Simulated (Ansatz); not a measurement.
Abridged Ansatz (a first-principles code) output:

```
Relaxation: its limit of steps is 60 (relax.max_steps)
Pseudopotential: Sb, paw, valence charge 15
Pseudopotential: Al, paw, valence charge 3
Crystal: 2 atoms, lattice volume = 58.039 Å³
Basis set: ecut = 500 eV, 1459 PW (Γ), exchange–correlation on 128×128×128 points (64 copies of the dense FFT grid, shifted against one another)
Bands: 13, of which v1, the nominal top of the filled ones, is band 9 counted from 1 (8 counted from 0)
Symmetry: 24 space group operations
k-points: 84 of 2197 (time reversal used)
Functional: x = r2scan, c = r2scan; τ floored in thin density (d = 2e-4 eV/Å³)
SCF iter   1: F=—  HF=-7040.072301 eV  |F-HF|=—  |Δ(HF+E_count)|=         —  Δρ=2.86e-2  dr2=4.44e-1  dr2_τ=8.80e-3  ethr=2.47e-3  ⟨swp⟩=1.0  Hψ=9342  notcnv=0
SCF iter   2: F=—  HF=-7040.115205 eV  |F-HF|=—  |Δ(HF+E_count)|=   4.29e-2  Δρ=1.44e-2  dr2=9.51e-2  dr2_τ=9.57e-4  ethr=2.47e-3  ⟨swp⟩=2.0  Hψ=1428  notcnv=0
SCF 1 converged in 6 iterations: F = -7040.144175 eV  dr2 = 1.80e-8
relax step   1: F+E_penalty+E_count = -7040.14417535 eV  Δ(F+E_penalty+E_count) = +0.000e0 eV  max|allowed force component| = 1.388e-16 eV/Å  Δτ_max = 0.0000 Å  P = +0.884 GPa  Ω = 58.039 Å³  (6 SCF iters, dr2 threshold 1.00e-7 eV, accepted)
[... steps on the carried basis left out ...]
relax step   5: F+E_penalty+E_count = -7040.13375123 eV  Δ(F+E_penalty+E_count) = +7.803e-5 eV  max|allowed force component| = 2.544e-17 eV/Å  Δτ_max = 0.0000 Å  P = +2.099 GPa  Ω = 56.912 Å³  stress off target by 6.56e-4 GPa  SCF on the basis re-selected at this cell (its energy is not comparable with the rows above)  (6 SCF iters)
SCF converged after 6 iterations
Free energy (F): -7040.133751 eV
Internal energy: -7040.133751 eV  (E = F + TS)
E sigma→0 (E₀):  -7040.133751 eV
Fermi energy:    7.087832 eV
--- Forces (eV/Å), atoms counted from 1 ---
  atom   1  Sb     0.00000000    -0.00000000    -0.00000000
  atom   2  Al    -0.00000000     0.00000000     0.00000000
--- Stress (GPa, compression-positive) ---
        2.099344      -0.000000      -0.000000
       -0.000000       2.099344       0.000000
        0.000000       0.000000       2.099344
  P = ⅓ Tr σ = 2.0993 GPa (20.993 kbar)
--- Relaxed structure (4 steps of the walk, 4 accepted, 1 SCFs on fresh bases) ---
  cell:  # Å, volume = 56.9120 Å³
    - [-1.0241697786120134e-32, 3.0529838880066946, 3.0529838880066946]
    - [3.0529838880066946, 1.4267041692107654e-32, 3.0529838880066946]
    - [3.0529838880066946, 3.0529838880066946, 1.2585568921252107e-32]
  atoms:
    - { symbol: Sb, position: [0.75, 0.75, 0.75] }
    - { symbol: Al, position: [9.662004677701967e-34, -8.826371840711527e-34, -1.7704970733734955e-33] }
```

### Question
What was computed, and what are the main results?

### Answer
AlSb, 2 atoms in the cell, with Ansatz r2SCAN, no SOC, earlier PAW set, from a series relaxed to a target (pressure 2.1 GPa). The last SCF converged to F = -7040.133751 eV, or -3520.0669 eV per atom, at a pressure of 2.10 GPa. The total energy compares only with runs of the same code, potentials and settings.

Spin-orbit coupling, missing from the scalar runs, can matter with Sb. Load acts through the strain it causes; cell and atoms are relaxed under it. No phonon test of stability was made. Tetrahedral semiconductors of this kind turn to denser phases somewhere between about 1 and 50 GPa; those were not computed, so compressed cells here can lie past the real transition. The cell was made from AlSb in the zinc blende structure (space group F-43m, No. 216) by this change: pressure 2.1 GPa.

Keys are those of Ansatz 0.2.
